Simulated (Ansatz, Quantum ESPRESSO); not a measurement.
**SiC [001], zinc blende: uniaxial strain and lateral response**

The c axis is held at a set length while the cell relaxes sideways. How do the lateral strain and the stress follow? The strained cell has c along the load; unstrained it is a = 3.0811 Å, b = 3.0811 Å, c = 4.3573 Å, α = 90.00°, β = 90.00°, γ = 90.00°, with 4 atoms.

Calculated with Quantum ESPRESSO 7.5, PBEsol, PseudoDojo 0.4.1 norm-conserving potentials, cutoff 1170 eV, Fermi–Dirac smearing 0.02 eV, k-mesh 9×9×6, no spin polarisation, no spin-orbit coupling.

Relaxed positions at 0 %:

```csv
atom,x,y,z
Si,0.0000,0.0000,0.0000
Si,0.5000,0.5000,0.5000
C,0.5000,0.0000,0.7500
C,0.0000,0.5000,0.2500
```

| ε_c (%) | a (Å) | c (Å) | ε_a (%) | σ (GPa, tension positive) |
| --- | --- | --- | --- | --- |
| −3 | 3.1068 | 4.2265 | 0.836 | −9.01 |
| −2 | 3.0979 | 4.2701 | 0.545 | −6.13 |
| −1 | 3.0892 | 4.3137 | 0.265 | −3.12 |
| 0 | 3.0811 | 4.3573 | 0.000 | 0.01 |
| 2 | 3.0659 | 4.4444 | −0.492 | 6.59 |
| 3 | 3.0590 | 4.4880 | −0.717 | 10.02 |

**Question.** Fit both responses and give the free strain and the stress at +1 %, a row left out above.

Least squares with y = y0 + y1 ε + y2 ε² (ε in %) gives ε_a = 0.000 + (−0.2589) ε + (0.0066) ε² and σ = 0.01 + (3.175) ε + (0.056) ε² GPa. The linear terms put the ratio of free to applied strain at −0.259 and the Young modulus at 317 GPa.

At +1 % the free strain comes out as −0.253 %. The run itself gives −0.250 %, so the estimate misses by 0.003 %, more than the largest misfit of the fitted rows (0.001 %).

The stress comes out as 3.24 GPa. The run itself gives 3.26 GPa, so the estimate misses by 0.02 GPa; the fitted rows themselves lie up to 0.01 GPa off the law.

Along a cube axis ν = C12/(C11 + C12) and Y = (C11 − C12)(C11 + 2C12)/(C11 + C12), so C11 = Y(1 − ν)/[(1 + ν)(1 − 2ν)] = 388 GPa and C12 = 135 GPa.

The positive ε² term means that the crystal stiffens in tension.

The same fit over all rows at other levels or in other programs gives the strain ratio = −0.261 with PBEsol (Quantum ESPRESSO, GBRV) and −0.261 with PBEsol (Ansatz).

[Logs are printed without paths, hosts, clocks, repeated set-up lines and the standing remarks that a program may print on its own settings, such as how far it seeks lower states.]
